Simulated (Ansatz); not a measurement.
The system is CoO.

```
Co O
1.0
     0.00000    2.13150    2.13150
     2.13150    0.00000    2.13150
     2.13150    2.13150    0.00000
Co O
1 1
Direct
  0.00000 0.00000 0.00000
  0.50000 0.50000 0.50000
```

Base run:

| Quantity | Value |
| --- | --- |
| Program | Ansatz 0.2.0 |
| Functional | PBE |
| Potentials or basis | Ansatz PAW |
| Cutoff | 420 eV (not typed: the program's choice for these potentials) |
| k mesh | 9 × 9 × 9 |
| Occupations | fermi-dirac, width 0.05 eV |
| Spin | collinear spin, ferromagnetic start |
| Starting moments | [0.5, 0.0] μB |
| Fixed moment | 0.5 μB |

Its results: pressure -18.2 GPa; site moments Co +0.50; O -0.03 μB.

The run is repeated on the same cell with these changes: fixed moment from 0.5 μB to 3 μB; moments at the start from [0.5, 0.0] to [3.0, 0.0]. What comes out?

Pressure -1.2 GPa; site moments Co +2.54; O +0.34 μB.

Caveats: the total moment is fixed, so each spin has its own Fermi level; a cell with one magnetic atom can't hold antiferromagnetic order, which such compounds often take; the thresholds are loose for stress.
